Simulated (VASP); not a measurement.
# C (P6_3/mmc) in VASP: further runs

Runs on C. Level: PBE+D3(BJ). Tasks: relaxation of cell and atoms.

Program: VASP 6.6.1. These are calculated values, not measurements. Logs are shortened: lines on timing, memory, paths and dates and some standing lists are left out, and cuts for length are marked.

## Step 1: Starting point

Symmetry: P6_3/mmc, No. 194, hexagonal system. The conventional cell has a = 2.467 Å, b = 2.467 Å, c = 7.803 Å, α = 90.00°, β = 90.00°, γ = 120.00°. Around C (site symmetry -6m2) lie 3 C at 1.42 Å. C (site symmetry -6m2) has 3 C at 1.42 Å as nearest neighbours.

## Step 2: Relaxation of cell and atoms, PBE+D3(BJ)

INCAR

```
PREC = Accurate
ENCUT = 520
EDIFF = 1E-7
ISMEAR = 0
SIGMA = 0.02
LREAL = False
LASPH = True
NELM = 80
ALGO = Normal
ISIF = 3
LWAVE = False
LCHARG = False
GGA = PE
IVDW = 12
IBRION = 2
NSW = 80
EDIFFG = -0.002
```

KPOINTS

```
Automatic mesh
0
Gamma
  6 6 2
```

POSCAR

```
C
1.0
    2.4672912600      0.0000000000      0.0000000000
   -1.2336456300      2.1367369100      0.0000000000
    0.0000000000      0.0000000000      7.8030730000
C
4
Direct
    0.0000000000      0.0000000000      0.2500000000
    0.0000000000      0.0000000000      0.7500000000
    0.3333333300      0.6666666700      0.2500000000
    0.6666666700      0.3333333300      0.7500000000
```

Potentials or basis: VASP PAW PBE potentials, release 64 (C).

Launch:

```console
> cat potpaw_PBE.64/C/POTCAR > POTCAR
> mpirun -np 1 vasp_std > vasp.out
```

OUTCAR:

```text
PREC = Accurate
   ENCUT = 520
   EDIFF = 1E-7
   ISMEAR = 0
   LREAL = False
   LASPH = True
   NELM = 80
   ISIF = 3
   GGA = PE
   IVDW = 12
   IBRION = 2
   NSW = 80
   EDIFFG = -0.002
 IVDW          = 12

 ion  position               nearest neighbor table
   1  0.000  0.000  0.250-   3 1.42   3 1.42   3 1.42
   2  0.000  0.000  0.750-   4 1.42   4 1.42   4 1.42
   3  0.333  0.667  0.250-   1 1.42   1 1.42   1 1.42
   4  0.667  0.333  0.750-   2 1.42   2 1.42   2 1.42

  LATTYP: Found a hexagonal cell.
 ALAT       =     2.4672912600
 C/A-ratio  =     3.1626071581

  Lattice vectors:

 A1 = (   2.4672912600,   0.0000000000,   0.0000000000)
 A2 = (  -1.2336456300,   2.1367369100,   0.0000000000)
 A3 = (   0.0000000000,   0.0000000000,   7.8030730000)

Analysis of symmetry for initial positions (statically):
=====================================================================
 Subroutine PRICEL returns:
 Original cell was already a primitive cell.

 Routine SETGRP: Setting up the symmetry group for a
 hexagonal supercell.

 Subroutine GETGRP returns: Found 24 space group operations
 (whereof 12 operations were pure point group operations)
 out of a pool of 24 trial point group operations.

The static configuration has the point symmetry D_3d.
 The point group associated with its full space group is D_6h.

Analysis of symmetry for dynamics (positions and initial velocities):
=====================================================================
 Subroutine PRICEL returns:
 Original cell was already a primitive cell.

 Routine SETGRP: Setting up the symmetry group for a
 hexagonal supercell.

 Subroutine GETGRP returns: Found 24 space group operations
 (whereof 12 operations were pure point group operations)
 out of a pool of 24 trial point group operations.

The dynamic configuration has the point symmetry D_3d.
 The point group associated with its full space group is D_6h.

 Subroutine INISYM returns: Found 24 space group operations
 (whereof 12 operations are pure point group operations),
 and found     1 'primitive' translations

----------------------------------------------------------------------------------------

                                     Primitive cell

  volume of cell :      41.1374

  direct lattice vectors                    reciprocal lattice vectors
     2.467291260  0.000000000  0.000000000     0.405302777  0.234001668  0.000000000
    -1.233645630  2.136736910  0.000000000     0.000000000  0.468003335  0.000000000
     0.000000000  0.000000000  7.803073000     0.000000000  0.000000000  0.128154639

  length of vectors
     2.467291260  2.467291260  7.803073000     0.468003335  0.468003335  0.128154639

  position of ions in fractional coordinates (direct lattice)
     0.000000000  0.000000000  0.250000000
     0.000000000  0.000000000  0.750000000
     0.333333330  0.666666670  0.250000000
     0.666666670  0.333333330  0.750000000

  ion indices of the primitive-cell ions
   primitive index   ion index
                 1           1
                 2           2
                 3           3
                 4           4

----------------------------------------------------------------------------------------

 KPOINTS: Automatic mesh

Automatic generation of k-mesh.
 Grid dimensions read from file:
 generate k-points for:    6    6    2

 Generating k-lattice:

  Cartesian coordinates                     Fractional coordinates (reciprocal lattice)
     0.067550463  0.039000278  0.000000000     0.166666667 -0.000000000  0.000000000
     0.000000000  0.078000556  0.000000000     0.000000000  0.166666667  0.000000000
     0.000000000  0.000000000  0.064077319     0.000000000  0.000000000  0.500000000

  Length of vectors
     0.078000556  0.078000556  0.064077319

  Shift w.r.t. Gamma in fractional coordinates (k-lattice)
     0.000000000  0.000000000  0.000000000

 Subroutine IBZKPT returns following result:
 ===========================================

 Found     14 irreducible k-points:

 Following reciprocal coordinates:
            Coordinates               Weight
  0.000000  0.000000  0.000000      1.000000
  0.166667  0.000000  0.000000      6.000000
  0.333333  0.000000  0.000000      6.000000
  0.500000 -0.000000  0.000000      3.000000
  0.166667  0.166667  0.000000      6.000000
  0.333333  0.166667  0.000000     12.000000
  0.333333  0.333333  0.000000      2.000000
  0.000000  0.000000  0.500000      1.000000
  0.166667  0.000000  0.500000      6.000000
  0.333333  0.000000  0.500000      6.000000
  0.500000 -0.000000  0.500000      3.000000
  0.166667  0.166667  0.500000      6.000000
  0.333333  0.166667  0.500000     12.000000
  0.333333  0.333333  0.500000      2.000000
   k-points           NKPTS =     14   k-points in BZ     NKDIM =     14   number of bands    NBANDS=     12
   number of dos      NEDOS =    301   number of ions     NIONS =      4
   total plane-waves  NPLWV =  19440
   dimension x,y,z NGX =    18 NGY =   18 NGZ =   60
   dimension x,y,z NGXF=    36 NGYF=   36 NGZF=  120
   ions per type =               4
   NGX,Y,Z   is equivalent  to a cutoff of  12.13, 12.13, 12.78 a.u.
   NGXF,Y,Z  is equivalent  to a cutoff of  24.26, 24.26, 25.57 a.u.
 SYSTEM =  unknown system
   PREC   = accura    normal or accurate (medium, high low for compatibility)
   ISTART =      0    job   : 0-new  1-cont  2-samecut
   ICHARG =      2    charge: 1-file 2-atom 10-const
   ISPIN  =      1    spin polarized calculation?
   LNONCOLLINEAR =      F non collinear calculations
   LSORBIT =      F    spin-orbit coupling
   LASPH  =      T    aspherical Exc in radial PAW
   ENCUT  =  520.0 eV  38.22 Ry    6.18 a.u.   4.59  4.59 14.51*2*pi/ulx,y,z
   NELM   =     80;   NELMIN=  2; NELMDL= -5     # of ELM steps
   EDIFF  = 0.1E-06   stopping-criterion for ELM
   LREAL  =      F    real-space projection
   EDIFFG = -.2E-02   stopping-criterion for IOM
   NSW    =     80    number of steps for IOM
   IBRION =      2    ionic relax: 0-MD 1-quasi-New 2-CG
   NFREE  =      1    steps in history (QN), initial steepest desc. (CG)
   ISIF   =      3    stress and relaxation
   ISYM   =      2    0-nonsym 1-usesym 2-fastsym
   POTIM  = 0.5000    time-step for ionic-motion
   TEBEG  =    0.0;   TEEND  =   0.0 temperature during run
   PSTRESS=    0.0 pullay stress
   NELECT =      16.0000    total number of electrons
   NUPDOWN=      -1.0000    fix difference up-down
   EMIN   =  10.00;   EMAX   =-10.00  energy-range for DOS
   EFERMI =   0.00;   METHOD = LEGACY
   ISMEAR =     0;   SIGMA  =   0.02  broadening in eV -4-tet -1-fermi 0-gaus
   EFERMI_NEDOS =   21; number of points for ismear=-14 and -15
   IALGO  =     38    algorithm
   IMIX   =      4    mixing-type and parameters
     AMIX     =   0.40;   BMIX     =  1.00
     AMIX_MAG =   1.60;   BMIX_MAG =  1.00
  volume/ion in A,a.u.               =      10.28        69.40
  Fermi-wavevector in a.u.,A,eV,Ry     =   1.195003  2.258229 19.429568  1.428033
  Thomas-Fermi vector in A             =   2.330979
   LORBIT       =      0    0 simple, 1 ext, 2 COOP (PROOUT), +10 PAW based schemes
   GGA     = PE    functional components
   LHFCALC =     F    Hartree Fock is set to
   AEXX    =    0.0000 exact exchange contribution
   IVDW    =    12    specifies the selected vdW correction
   LEPSILON=     F    determine dielectric tensor
   LRPA    =     F    only Hartree local field effects (RPA)
 conjugate gradient relaxation of ions
 non-spin polarized calculation
 Gauss-broadening in eV      SIGMA  =   0.02
  energy-cutoff  :      520.00
  volume of cell :       41.14
 maximum number of plane-waves:      1128
   NGX =  9   NGY =  9   NGZ = 29

--------------------------------------- Ionic step        1  -------------------------------------------

 number of electron      15.9999993 magnetization

 Free energy of the ion-electron system (eV)
  ---------------------------------------------------
  ext. energy  EPLUGINS =         0.00000000
  ---------------------------------------------------
  free energy    TOTEN  =       -36.80143469 eV

  energy without entropy =      -36.79957217  energy(sigma->0) =      -36.80050343

------------------------ aborting loop because EDIFF is reached ----------------------------------------

 Edisp (eV)   -0.52304

 E8    (eV) :    -0.1459

  FORCE on cell =-STRESS in cart. coord.  units (eV):
  Direction    XX          YY          ZZ          XY          YZ          ZX
  --------------------------------------------------------------------------------------
  -------------------------------------------------------------------------------------
  Total       0.08060     0.08060    -0.56294     0.00000     0.00000     0.00000
  in kB       3.13905     3.13905   -21.92461     0.00000     0.00000     0.00000
  external pressure =       -5.22 kB  Pullay stress =        0.00 kB
[... 65 lines left out ...]
  energy  without entropy=      -37.3263235446  energy(sigma->0) =      -37.32725289

--------------------------------------- Ionic step        3  -------------------------------------------

 number of electron      15.9999997 magnetization

 E-fermi :   3.5780     XC(G=0):  -9.4555

 val. band max:        3.5775167977   @ k =   0.3333   0.3333   0.5000
 cond. band min:       3.5817443724   @ k =   0.3333   0.3333   0.5000
 fundamental gap:      0.0042275747
 Fermi energy:         3.5779661020

 k-point     1 :       0.0000    0.0000    0.0000
  band No.  band energies     occupation
      1     -15.8815      2.00000
      2     -15.7732      2.00000
      3      -4.4239      2.00000
      4      -3.4157      2.00000
      5       0.5375      2.00000
      6       0.5376      2.00000
      7       0.5423      2.00000
      8       0.5423      2.00000
      9       7.1314      0.00000
     10      11.6708      0.00000
     11      11.8011      0.00000
     12      11.8016      0.00000
[... 228 lines left out ...]
  FREE ENERGIE OF THE ION-ELECTRON SYSTEM (eV)
  ---------------------------------------------------
  free  energy   TOTEN  =       -37.3360892940 eV

  energy  without entropy=      -37.3342479406  energy(sigma->0) =      -37.33516862

 E-fermi :   3.9604     XC(G=0):  -9.8030

 val. band max:        3.9599069575   @ k =   0.3333   0.3333   0.5000
 cond. band min:       3.9679363768   @ k =   0.3333   0.3333   0.5000
 fundamental gap:      0.0080294193
 Fermi energy:         3.9603850850

 k-point     1 :       0.0000    0.0000    0.0000
  band No.  band energies     occupation
      1     -15.4668      2.00000
      2     -15.2943      2.00000
      3      -4.1532      2.00000
      4      -2.7825      2.00000
      5       0.9252      2.00000
      6       0.9252      2.00000
      7       0.9342      2.00000
      8       0.9342      2.00000
      9       7.8278      0.00000
     10      12.1415      0.00000
     11      12.1415      0.00000
     12      12.1699      0.00000
[... 181 lines left out ...]
 k-point    14 :       0.3333    0.3333    0.5000
  band No.  band energies     occupation
      1      -8.5609      2.00000
      2      -8.5609      2.00000
      3      -8.5589      2.00000
      4      -8.5589      2.00000
      5      -6.4309      2.00000
      6      -6.4309      2.00000
      7       3.9599      1.02697
      8       3.9599      1.02697
      9       3.9679      0.59337
     10       3.9679      0.59337
     11      14.1578      0.00000
     12      14.1578      0.00000

[... ionic steps 4 to 22 ...]

--------------------------------------- Ionic step       23  -------------------------------------------

 number of electron      15.9999996 magnetization

------------------------ aborting loop because EDIFF is reached ----------------------------------------

 Edisp (eV)   -0.63520

 E8    (eV) :    -0.1803
[... 73 lines left out ...]
  energy  without entropy=      -37.3893128983  energy(sigma->0) =      -37.38986203

--------------------------------------- Ionic step       25  -------------------------------------------

 number of electron      15.9999995 magnetization

 Free energy of the ion-electron system (eV)
  ---------------------------------------------------
  ext. energy  EPLUGINS =         0.00000000
  ---------------------------------------------------
  free energy    TOTEN  =       -36.75526582 eV

  energy without entropy =      -36.75415905  energy(sigma->0) =      -36.75471243

 E-fermi :   4.7722     XC(G=0): -10.4121

 val. band max:        4.7721906755   @ k =   0.3333   0.3333   0.5000
 cond. band min:       4.7918326275   @ k =   0.3333   0.3333   0.5000
 fundamental gap:      0.0196419521
 Fermi energy:         4.7722091437

 k-point     1 :       0.0000    0.0000    0.0000
  band No.  band energies     occupation
      1     -14.8676      2.00000
      2     -14.5349      2.00000
      3      -3.7764      2.00000
      4      -1.6703      2.00000
      5       1.7632      2.00000
      6       1.7632      2.00000
      7       1.7845      2.00000
      8       1.7845      2.00000
      9       9.1928      0.00000
     10      13.0858      0.00000
     11      13.0858      0.00000
     12      13.1443      0.00000
[... 228 lines left out ...]
  FREE ENERGIE OF THE ION-ELECTRON SYSTEM (eV)
  ---------------------------------------------------
  free  energy   TOTEN  =       -37.3905300319 eV

  energy  without entropy=      -37.3894232626  energy(sigma->0) =      -37.38997665

 reached required accuracy - stopping structural energy minimisation
```

Run time: 1.8 min. Hardware: 1 thread of Intel Xeon Platinum 8488C (Sapphire Rapids), shared host; peak memory 0.16 GiB.

What came out:

```yaml
Free_energy: -37.3905 eV
Relaxed_volume: 8.72 Å³/atom
Relaxed_cell: a = 2.467 Å, b = 2.467 Å, c = 6.621 Å, α = 90.00°, β = 90.00°, γ = 120.00°
Space_group_after_relaxing_to_0.05_Å: P6_3/mmc (No. 194)
Energy_gained_by_relaxing: 16.5 meV/atom
Ionic_steps: 25
Pressure_after_relaxing: 0.0 GPa
Band_gap_on_the_k_mesh: none (metal or under the smearing width)
Dispersion_energy_per_atom: -0.159 eV
```

Step by step:
```tsv
step	energy change (eV)	largest force (eV/Å)	pressure (GPa)	volume (Å³)
1	0.0000	0.0000	-0.52	41.14
2	-0.0037	0.0000	-1.25	40.94
3	-0.0116	0.0000	-3.45	40.33
4	-0.0124	0.0000	-7.89	39.09
5	-0.0146	0.0000	-5.55	39.75
6	-0.0150	0.0000	-5.54	39.72
7	-0.0162	0.0000	-5.54	39.63
8	-0.0186	0.0000	-5.53	39.46
9	-0.0234	0.0000	-5.49	39.11
10	-0.0325	0.0000	-5.41	38.41
11	-0.0481	0.0000	-5.17	37.02
12	-0.0540	0.0000	-4.14	34.24
13	-0.0574	0.0000	-4.72	35.47
14	-0.0637	0.0000	-2.44	35.36
15	-0.0656	0.0000	-0.35	35.27
16	-0.0656	0.0000	-0.25	35.26
17	-0.0656	0.0000	-0.16	35.26
18	-0.0656	0.0000	-0.15	35.25
19	-0.0657	0.0000	-0.13	35.23
20	-0.0658	0.0000	-0.10	35.18
21	-0.0659	0.0000	-0.05	35.09
22	-0.0660	0.0000	0.08	34.91
23	-0.0660	0.0000	0.10	34.89
24	-0.0659	0.0000	-0.54	34.91
25	-0.0661	0.0000	0.00	34.89
```

Final structure:
```
CELL_PARAMETERS angstrom
2.46691 0.00000 0.00000
-1.23345 2.13640 0.00000
0.00000 0.00000 6.62070
ATOMIC_POSITIONS crystal
C 0.00000 0.00000 0.25000
C 0.00000 0.00000 0.75000
C 0.33333 0.66667 0.25000
C 0.66667 0.33333 0.75000
```

Caveat: the k mesh is coarse (spacing up to 0.49 Å⁻¹), so the values aren't converged; the volume moved by over 15 % at a fixed basis, so the end points are rough.

## Step 3: Relaxation of cell and atoms, PBE+D3(BJ)

This run uses another cell than the first one, of 8.72 Å³/atom, 0.848 times its volume.

INCAR is that of step 2.

KPOINTS is that of step 2.

POSCAR

```
C                                       
1.0
    2.4669069390      0.0000000000     -0.0000000000
   -1.2334534695      2.1364040782     -0.0000000000
    0.0000000000      0.0000000000      6.6206949954
  C             
     4
Direct
     0.0000000000000000    0.0000000000000000    0.2500000000000000
     0.0000000000000000    0.0000000000000000    0.7500000000000000
     0.3333333300000021    0.6666666699999979    0.2500000000000000
     0.6666666699999979    0.3333333300000021    0.7500000000000000
```

Potentials or basis: VASP PAW PBE potentials, release 64 (C).

Launch:

```console
> cat potpaw_PBE.64/C/POTCAR > POTCAR
> mpirun -np 1 vasp_std > vasp.out
```

Wall time 25 s (1 thread of Intel Xeon Platinum 8488C (Sapphire Rapids), shared host); peak memory 0.15 GiB.

The run converged. Its results:

* Free energy: -37.3832 eV
* Relaxed volume: 8.77 Å³/atom
* Relaxed cell: a = 2.467 Å, b = 2.467 Å, c = 6.654 Å, α = 90.00°, β = 90.00°, γ = 120.00°
* Space group after relaxing (to 0.05 Å): P6_3/mmc (No. 194)
* Energy gained by relaxing: 0.0 meV/atom
* Ionic steps: 9
* Pressure after relaxing: 0.0 GPa
* Band gap on the k mesh: none (metal or under the smearing width)
* Dispersion energy per atom: -0.158 eV

Step by step:
| step | energy change (eV) | largest force (eV/Å) | pressure (GPa) | volume (Å³) |
| --- | --- | --- | --- | --- |
| 1 | 0.0000 | 0.0000 | 0.19 | 34.89 |
| 2 | 0.0000 | 0.0000 | -0.25 | 34.94 |
| 3 | 0.0000 | 0.0000 | 0.01 | 34.91 |
| 4 | 0.0000 | 0.0000 | 0.00 | 34.93 |
| 5 | -0.0001 | 0.0000 | 0.01 | 35.00 |
| 6 | -0.0001 | 0.0000 | 0.02 | 35.12 |
| 7 | -0.0001 | 0.0000 | 0.03 | 35.08 |
| 8 | -0.0001 | 0.0000 | -0.22 | 35.11 |
| 9 | -0.0001 | 0.0000 | 0.00 | 35.08 |

Final structure:
```
C
1.0
     2.46731    0.00000    0.00000
    -1.23365    2.13675    0.00000
     0.00000    0.00000    6.65374
C
4
Direct
  0.00000 0.00000 0.25000
  0.00000 0.00000 0.75000
  0.33333 0.66667 0.25000
  0.66667 0.33333 0.75000
```

Levels at points of the mesh, in eV from the Fermi level:
| k point | band 5 | band 6 | band 7 | band 8 | band 9 | band 10 | band 11 | band 12 |
| --- | --- | --- | --- | --- | --- | --- | --- | --- |
| (0.00, 0.00, 0.00) | -3.01 | -3.01 | -2.99 | -2.99 | 4.38 | 8.31 | 8.31 | 8.37 |
| (0.50, 0.00, 0.00) | -6.40 | -6.34 | -2.78 | -2.06 | 1.52 | 2.21 | 7.18 | 7.60 |
| (0.00, 0.00, 0.50) | -3.00 | -3.00 | -3.00 | -3.00 | 7.08 | 7.08 | 8.34 | 8.34 |
| (0.50, 0.00, 0.50) | -6.37 | -6.37 | -2.35 | -2.35 | 1.66 | 1.66 | 7.38 | 7.38 |

Caveat: the k mesh is coarse (spacing up to 0.49 Å⁻¹), so the values aren't converged.
